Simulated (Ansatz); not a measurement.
Set up this calculation in Ansatz 0.2.0, as the native input.

```
Task                : relaxation of cell and atoms
Functional          : r2SCAN
Potentials or basis : Ansatz PAW
Cutoff              : 500 eV (not typed: the program's choice for these potentials)
k mesh              : 7 × 7 × 7
Occupations         : fermi-dirac, width 0.05 eV
Spin                : no spin polarisation
Hubbard terms       : Ta d U = 4 eV
Hubbard projectors  : ortho-atomic (the default)
Double counting     : fll (the default)
```

KTaO3:

```xyz
5
Lattice="3.9883 0.0000 0.0000 0.0000 3.9883 0.0000 0.0000 0.0000 3.9883" Properties=species:S:1:pos:R:3 pbc="T T T"
Ta    0.0000    0.0000    0.0000
K     1.9942    1.9942    1.9942
O     0.0000    0.0000    1.9942
O     0.0000    1.9942    0.0000
O     1.9942    0.0000    0.0000
```

One way to write it, as run:

input.yaml

```yaml
crystal:
  lattice:
    - [3.9883, 0.0, 0.0]
    - [0.0, 3.9883, 0.0]
    - [0.0, 0.0, 3.9883]
  atoms:
    - { symbol: Ta, position: [0.0, 0.0, 0.0] }
    - { symbol: K, position: [0.5, 0.5, 0.5] }
    - { symbol: O, position: [0.0, 0.0, 0.5] }
    - { symbol: O, position: [0.0, 0.5, 0.0] }
    - { symbol: O, position: [0.5, 0.0, 0.0] }
hamiltonian:
  xc: r2scan
  pseudopotentials: { kind: paw }
  hubbard: { sites: [{ species: Ta, l: d, u_eff: 4.0 }] }
kpoints:
  mp_grid: { grid: [7, 7, 7] }
scf:
  occupations: { method: fermi_dirac, width: 0.05 }
output:
  forces: true
  stress: true
  eigenvalues: true
relax:
  f_tol: 0.01
  max_steps: 40
  cell: { stress_tol: 0.05 }
```

Potentials or basis: Ansatz PAW.

Command:

```console
$ ansatz run input.yaml --threads 2 --pin off --max-ram 5632MiB --backend cpu --events-out ev --progress --plain --runs-dir out
```

It gave:

```
Relaxed volume                         : 12.78 Å³/atom
Relaxed cell                           : a = 3.998 Å, b = 3.998 Å, c = 3.998 Å, α = 90.00°, β = 90.00°, γ = 90.00°
Space group after relaxing (to 0.05 Å) : Pm-3m (No. 221)
Energy gained by relaxing              : 0.5 meV/atom
Ionic steps                            : 4
Pressure after relaxing                : 0.0 GPa
Band gap on the k mesh                 : 3.24 eV, indirect (least direct gap 3.87 eV)
```

Caveat: odd divisions of the mesh miss points on the zone boundary, where band edges often lie, so the gap on the mesh can be too wide; the plane-wave basis is chosen anew once the cell has moved, so the energies of steps on either side of that aren't comparable; spin-orbit coupling is left out, which moves the levels of the heavy elements; the PAW data sets come from PBE, with cores solved anew for the run's functional, which leaves a small shift of forces and pressure.

Wall time 12 s on 2 threads of Arm Neoverse V1 (shared host), peak memory 0.51 GiB.
